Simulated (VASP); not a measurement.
Input of a VASP 6.6.1 run:

The input INCAR:

```
  PREC = Accurate
  ENCUT = 520
  EDIFF = 1E-6
  ISMEAR = 1
  SIGMA = 0.1
  LREAL = False
  LASPH = True
  NELM = 120
  ALGO = Normal
  ISIF = 2
  LWAVE = False
  LCHARG = False
  LDIPOL = True
  IDIPOL = 3
  DIPOL = 0.5 0.5 0.500
  GGA = PS
  IBRION = 2
  NSW = 90
  EDIFFG = -0.02
  KPAR = 2
```

File KPOINTS:

```
Automatic mesh
0
Gamma
  9 9 1
```

The input POSCAR:

```
Au
1.0
    3.8947800000      0.0000000000      0.0000000000
    0.0000000000      3.8947800000      0.0000000000
    0.0000000000      0.0000000000     29.5037019500
Au
8
Direct
    0.5000000000      0.5000000000      0.3904520200
    0.0000000000      0.0000000000      0.3904520200
    0.0000000000      0.5000000000      0.4634840100
    0.5000000000      0.0000000000      0.4634840100
    0.5000000000      0.5000000000      0.5365159900
    0.0000000000      0.0000000000      0.5365159900
    0.0000000000      0.5000000000      0.6095479800
    0.5000000000      1.0000000000      0.6095479800
```

Potentials or basis: VASP PAW PBE potentials, release 64 (Au).

Launch:

```console
$ cat potpaw_PBE.64/Au/POTCAR > POTCAR
$ mpirun -np 2 vasp_std > vasp.out
```

(1) What does it give for the band gap on the k mesh?

(2) Estimate the energy gained by relaxing.

## Answers

(1) none (metal or under the smearing width).

(2) 0.7 meV/atom.
